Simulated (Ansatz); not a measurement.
Crystal: PbSe.

```xyz
2
Lattice="3.7843 0.0000 0.0000 0.0000 3.7843 0.0000 0.0000 0.0000 3.7843" Properties=species:S:1:pos:R:3 pbc="T T T"
Pb    0.0000    0.0000    0.0000
Se    1.8922    1.8922    1.8922
```

Measurements of this composition are mostly on another form, of space group No. 225.

Program: Ansatz 0.2.0. Alike in all runs: potentials or basis Ansatz PAW; cell as given; cutoff (eV) 420. Hardware: 2 threads of Arm Neoverse V1, with other jobs on the host.

**Question.** Order these runs on this cell by their wall time, lowest first.
A. task band structure; level LDA; spin SOC, no magnetisation; k mesh 5 × 5 × 5; smearing fermi-dirac 0.05 eV; points for each segment of the path 14
B. task single point; level PBE; spin off; k mesh 7 × 7 × 7; smearing gaussian 0.011 eV
C. task band structure; level RPBE; spin off; k mesh 7 × 7 × 7; smearing fermi-dirac 0.05 eV; points for each segment of the path 14

**Answer.** B (0.96 s), C (2.3 s), A (14 s).
